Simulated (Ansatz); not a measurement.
## What a change of settings does to a run on CdS

The structure comes from a relaxation in the same program, started in the PbO type, and has space group P4/nmm. Whether it is a known phase or the ground state wasn't checked.

First run: DFT, LDA, all-electron PAW with datasets made for the crystal, scalar-relativistic (Ansatz 0.2.0).

Command: `ansatz run input.yaml --threads 1 --pin off --max-ram 3072MiB --backend cpu --events-out ev --progress --plain --runs-dir out` The run took 38 s on 1 thread of Intel(R) Xeon(R) Platinum 8488C (Sapphire Rapids) (shared host), peak memory 0.99 GiB.

```yaml
crystal:
  lattice:
    - [4.9849431769, 0.0, 0.0]
    - [0.0, 4.9849431769, 0.0]
    - [0.0, 0.0, 3.8717690586]
  atoms:
    - { symbol: Cd, position: [0.0, 0.5, 0.1368911506] }
    - { symbol: Cd, position: [0.5, 0.0, 0.8631088494] }
    - { symbol: S, position: [0.0, 0.0, 0.0] }
    - { symbol: S, position: [0.5, 0.5, 0.0] }
kpoints:
  mp_grid: { grid: [10, 10, 8] }
  band_path:
    path:
      - [0.0, 0.0, 0.0]
      - [0.0, 0.5, 0.0]
      - [0.5, 0.5, 0.0]
      - [0.0, 0.0, 0.0]
      - [0.0, 0.0, 0.5]
      - [0.0, 0.5, 0.5]
      - [0.5, 0.5, 0.5]
      - [0.0, 0.0, 0.5]
      - [0.0, 0.5, 0.0]
    npoints: 8
scf:
  occupations: { method: fermi_dirac, width: 0.08 }
hamiltonian:
  xc: lda
  pseudopotentials: { kind: all_electron, datasets: crystal }
output:
  forces: true
  stress: true
  eigenvalues: true
  efg: { contact_densities: true }
```

Result: converged; pressure 0.02 GPa; no gap on the k mesh; 10 SCF iterations.

The input is then changed:

```diff
@@ -5,8 +5,8 @@
     - [0.0, 0.0, 3.8717690586]
   atoms:
-    - { symbol: Cd, position: [0.0, 0.5, 0.1368911506] }
-    - { symbol: Cd, position: [0.5, 0.0, 0.8631088494] }
-    - { symbol: S, position: [0.0, 0.0, 0.0] }
-    - { symbol: S, position: [0.5, 0.5, 0.0] }
+    - { symbol: Cd, position: [0.0, 0.5, 0.1368911506], spin: 3.0 }
+    - { symbol: Cd, position: [0.5, 0.0, 0.8631088494], spin: 3.0 }
+    - { symbol: S, position: [0.0, 0.0, 0.0], spin: 1.0 }
+    - { symbol: S, position: [0.5, 0.5, 0.0], spin: 3.0 }
 kpoints:
   mp_grid: { grid: [10, 10, 8] }
@@ -25,4 +25,5 @@
 scf:
   occupations: { method: fermi_dirac, width: 0.08 }
+  n_extra_bands: 2
 hamiltonian:
   xc: lda
@@ -33,3 +34,5 @@
   eigenvalues: true
   efg: { contact_densities: true }
+magnetization:
+  spin_polarized: true
```

Q: Predict the outcome of the changed run.

A: It was refused before any iteration. The program says:
```
Error: inconsistent input (scf.n_extra_bands): n_bands = 28 cannot host the net starting moment |Σ_I m_I| = 10.0000 μB: with N_el = 52 the majority spin channel must hold (N_el + |M|)/2 = 31.0000 electrons at no more than one per band — at least 31 bands (28 bands cap the reachable moment at 2·n_bands − N_el = 4.0000 μB); raise scf.n_extra_bands until at least 31 bands are solved (omitted, it auto-derives to 38) or lower the seeds (crystal.atoms[].spin / magnetization.per_species / magnetization.initial_magnetization)
```
